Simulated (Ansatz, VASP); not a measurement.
# One calculation of Sn, two programs

```
Sn
1.0
     5.46509    0.00000    0.00000
    -2.73255    4.73291    0.00000
     0.00000    0.00000    3.33157
Sn
3
Direct
  0.00000 0.00000 0.00000
  0.33333 0.66667 0.50000
  0.66667 0.33333 0.50000
```

Alike in both runs: task single point; functional RPBE; k mesh 8 × 8 × 11; occupations fermi-dirac, width 0.1 eV; no spin polarisation.

|  | VASP | Ansatz |
| --- | --- | --- |
| version | VASP 6.6.1 | Ansatz 0.2.0 |
| potentials or method | VASP PAW PBE potentials, release 64 (Sn_d) | plane waves (420 eV) with PAW, scalar-relativistic |
| plane-wave cutoff (eV) | 520 | 420 |
| valence electrons in the cell | 42 | 42 |

```tsv
	VASP	Ansatz	Ansatz less VASP
pressure (GPa)	0.3	0.3	+0.03
largest component of the traceless stress (GPa)	1.52	1.52	-0.002
```

Caveats: the PAW data sets were made with another functional, which shifts forces and pressure a little (VASP).
